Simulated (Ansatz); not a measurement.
# LiNbO3: the cost of one run

Method: DFT PBE, scalar-relativistic, plane waves, PAW, in Ansatz 0.2.0.

### Step 1. The starting structure

The structure is trigonal, space group R-3c (No. 167). Conventional cell: a = 5.138 Å, b = 5.138 Å, c = 13.499 Å, α = 90.00°, β = 90.00°, γ = 120.00°. Li (site symmetry 32) is surrounded by 3 O at 1.92 Å. Nb (site symmetry -3) has 6 O at 1.97 Å in its first shell of neighbours. Around O (site symmetry 2) lie 1 Li at 1.92 Å and 2 Nb at 1.97 Å.

As a file:

```
CELL_PARAMETERS angstrom
-5.13780 -2.96631 4.49957
5.13780 -2.96631 4.49957
0.00000 5.93262 4.49957
ATOMIC_POSITIONS crystal
Li 0.25000 0.25000 0.25000
Li 0.75000 0.75000 0.25000
Li 0.75000 0.25000 0.75000
Li 0.25000 0.75000 0.75000
Li 0.75000 0.25000 0.25000
Li 0.25000 0.75000 0.25000
Li 0.25000 0.25000 0.75000
Li 0.75000 0.75000 0.75000
Nb 0.00000 0.00000 0.00000
Nb 0.50000 0.50000 0.00000
Nb 0.50000 0.00000 0.50000
Nb 0.00000 0.50000 0.50000
Nb 0.50000 0.00000 0.00000
Nb 0.00000 0.50000 0.00000
Nb 0.00000 0.00000 0.50000
Nb 0.50000 0.50000 0.50000
O 0.56283 0.43717 0.25000
O 0.06283 0.93717 0.25000
O 0.06283 0.43717 0.75000
O 0.56283 0.93717 0.75000
O 0.75000 0.06283 0.43717
O 0.25000 0.56283 0.43717
O 0.25000 0.06283 0.93717
O 0.75000 0.56283 0.93717
O 0.93717 0.25000 0.06283
O 0.43717 0.75000 0.06283
O 0.43717 0.25000 0.56283
O 0.93717 0.75000 0.56283
O 0.25000 0.43717 0.06283
O 0.75000 0.93717 0.06283
O 0.75000 0.43717 0.56283
O 0.25000 0.93717 0.56283
O 0.43717 0.06283 0.25000
O 0.93717 0.56283 0.25000
O 0.93717 0.06283 0.75000
O 0.43717 0.56283 0.75000
O 0.06283 0.25000 0.43717
O 0.56283 0.75000 0.43717
O 0.56283 0.25000 0.93717
O 0.06283 0.75000 0.93717
```

The runs take a perfect supercell of 40 atoms; the defect goes to fractional position (0.000, 0.000, 0.000).

### Step 2. The perfect supercell

input.yaml reads:

```yaml
crystal:
  lattice:
    - [-5.1378, -2.96631, 4.499567]
    - [5.1378, -2.96631, 4.499567]
    - [0.0, 5.93262, 4.499567]
  atoms:
    - { symbol: Li, position: [0.25, 0.25, 0.25] }
    - { symbol: Li, position: [0.75, 0.75, 0.25] }
    - { symbol: Li, position: [0.75, 0.25, 0.75] }
    - { symbol: Li, position: [0.25, 0.75, 0.75] }
    - { symbol: Li, position: [0.75, 0.25, 0.25] }
    - { symbol: Li, position: [0.25, 0.75, 0.25] }
    - { symbol: Li, position: [0.25, 0.25, 0.75] }
    - { symbol: Li, position: [0.75, 0.75, 0.75] }
    - { symbol: Nb, position: [0.0, 0.0, 0.0] }
    - { symbol: Nb, position: [0.5, 0.5, 0.0] }
    - { symbol: Nb, position: [0.5, 0.0, 0.5] }
    - { symbol: Nb, position: [0.0, 0.5, 0.5] }
    - { symbol: Nb, position: [0.5, 0.0, 0.0] }
    - { symbol: Nb, position: [0.0, 0.5, 0.0] }
    - { symbol: Nb, position: [0.0, 0.0, 0.5] }
    - { symbol: Nb, position: [0.5, 0.5, 0.5] }
    - { symbol: O, position: [0.562825, 0.437175, 0.25] }
    - { symbol: O, position: [0.062825, 0.937175, 0.25] }
    - { symbol: O, position: [0.062825, 0.437175, 0.75] }
    - { symbol: O, position: [0.562825, 0.937175, 0.75] }
    - { symbol: O, position: [0.75, 0.062825, 0.437175] }
    - { symbol: O, position: [0.25, 0.562825, 0.437175] }
    - { symbol: O, position: [0.25, 0.062825, 0.937175] }
    - { symbol: O, position: [0.75, 0.562825, 0.937175] }
    - { symbol: O, position: [0.937175, 0.25, 0.062825] }
    - { symbol: O, position: [0.437175, 0.75, 0.062825] }
    - { symbol: O, position: [0.437175, 0.25, 0.562825] }
    - { symbol: O, position: [0.937175, 0.75, 0.562825] }
    - { symbol: O, position: [0.25, 0.437175, 0.062825] }
    - { symbol: O, position: [0.75, 0.937175, 0.062825] }
    - { symbol: O, position: [0.75, 0.437175, 0.562825] }
    - { symbol: O, position: [0.25, 0.937175, 0.562825] }
    - { symbol: O, position: [0.437175, 0.062825, 0.25] }
    - { symbol: O, position: [0.937175, 0.562825, 0.25] }
    - { symbol: O, position: [0.937175, 0.062825, 0.75] }
    - { symbol: O, position: [0.437175, 0.562825, 0.75] }
    - { symbol: O, position: [0.062825, 0.25, 0.437175] }
    - { symbol: O, position: [0.562825, 0.75, 0.437175] }
    - { symbol: O, position: [0.562825, 0.25, 0.937175] }
    - { symbol: O, position: [0.062825, 0.75, 0.937175] }
basis:
  ecutwfc: 420
  fft_grid_basis: typed
kpoints:
  mp_grid: { grid: [3, 3, 3] }
hamiltonian:
  xc: pbe
  pseudopotentials: { kind: paw }
scf:
  occupations: { method: gaussian, width: 0.05 }
output:
  forces: true
  stress: false
  eigenvalues: true
  bader: false
  write_density: true
  volumetric_format: npy
```

Run with:

```
$ ansatz run input.yaml --threads 4 --pin off --max-ram 10240MiB --backend cpu --events-out ev --progress --plain --runs-dir out
```

**Question.** How long does this run take on 4 threads of Arm Neoverse V2, shared host, and how much memory does it need?

About 6.4 s, with a peak of 1.8 GiB.
